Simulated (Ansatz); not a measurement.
# Sb under changes of volume

One of the cells (26.666 Å³/atom); the others are scaled copies at fixed shape and fractional positions:

```
Sb
1.0
     0.00000    2.37124    2.37124
     2.37124    0.00000    2.37124
     2.37124    2.37124    0.00000
Sb
1
Cartesian
  0.0000 0.0000 0.0000
```

This isn't the form of Sb at room conditions, which is rhombohedral.

* Program: Ansatz 0.2.0
* Functional: PBE0
* Potentials or basis: Ansatz PAW
* Cutoff: 420 eV (not typed: the program's choice for these potentials)
* k mesh: 6 × 6 × 6
* Occupations: fermi-dirac, width 0.05 eV
* Spin: no spin polarisation

```tsv
volume (Å³/atom)	energy over the lowest point (meV/atom)	pressure (GPa)
25.066	16.39	4.2
25.599	5.42	2.4
26.133	0.18	0.8
26.666	0.00	-0.6
27.199	4.41	-1.9
27.733	12.86	-3.1
28.266	?	?
```

Question: What does the run at 28.266 Å³/atom give?

Answer: Energy over the lowest point 23.32 meV/atom; pressure -3.0 GPa.

Worked out: A Birch-Murnaghan fit of order 3 (a polynomial in V^(-2/3)) to the other rows has its minimum at 26.41 Å³/atom with B0 = V·E''(V) = 71 GPa and B' = 4.7. It gives 24.92 meV/atom at 28.266 Å³/atom, against the run's 23.32, and -dE/dV = -4.1 GPa, against -3.0.

Energies are extrapolated to zero smearing.

Caveats: all runs use coarse meshes; the PAW data sets come from PBE, with cores solved anew for the run's functional, which leaves a small shift of forces and pressure; the thresholds are loose for stress.
